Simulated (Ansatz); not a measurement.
# Zone-centre phonons of InSb at 1 GPa: input and output

Computed with DFT PBE, scalar-relativistic, plane waves, PAW in Ansatz.

Launched with:
```bash
ansatz run input.yaml --threads 1 --pin off --max-ram 3072MiB --backend cpu --events-out ev --progress --plain --runs-dir out
```

Input (bare energies are in eV):
```yaml
crystal:
  lattice:
    - [0.0, 3.2900996399, 3.2900996399]
    - [3.2900996399, 0.0, 3.2900996399]
    - [3.2900996399, 3.2900996399, 0.0]
  atoms:
    - { symbol: In, position: [0.0, 0.0, 0.0] }
    - { symbol: Sb, position: [0.75, 0.75, 0.75] }
basis:
  ecutwfc: 420
kpoints:
  mp_grid: { grid: [12, 12, 12] }
hamiltonian:
  xc: pbe
scf:
  occupations: { method: fermi_dirac, width: 0.15 }
output:
  eigenvalues: true
phonons:
  method: dfpt
  eigenvectors: true
```

The end of the output:
```
--- Phonons (Γ-DFPT): 2 representative perturbations + reference, on 163 of 1728 k-points (Σ response iterations 6) ---
  k mesh reduced under 8 symmetry operations, with k and −k counted as one. Each operation leaves every solved displacement unchanged or reverses it
  ASR residual: 1.066e-4 → 0.000e0 eV/Å²; symmetrization residual: 4.169e-5 eV/Å²
  ASR residual per site (eV/Å²): 1.07e-4 3.70e-5
  Γ frequencies (cm⁻¹): 0.00 0.00 0.00 169.47 169.47 169.47
  non-analytic LO–TO correction: not included (Born effective charges unavailable; polar crystals: no LO–TO splitting at Γ)
```

The run took 38 s on 1 thread of Intel(R) Xeon(R) 6975P-C (Granite Rapids) (shared host), peak memory 0.96 GiB.

Without a gap, frequencies and elastic constants depend on the k mesh and the smearing, soft modes and shear constants most.

The bands only touch here, so at this level the crystal is a zero-gap semiconductor or semimetal, not an ordinary metal; spin–orbit coupling, left out, can open or move such a gap.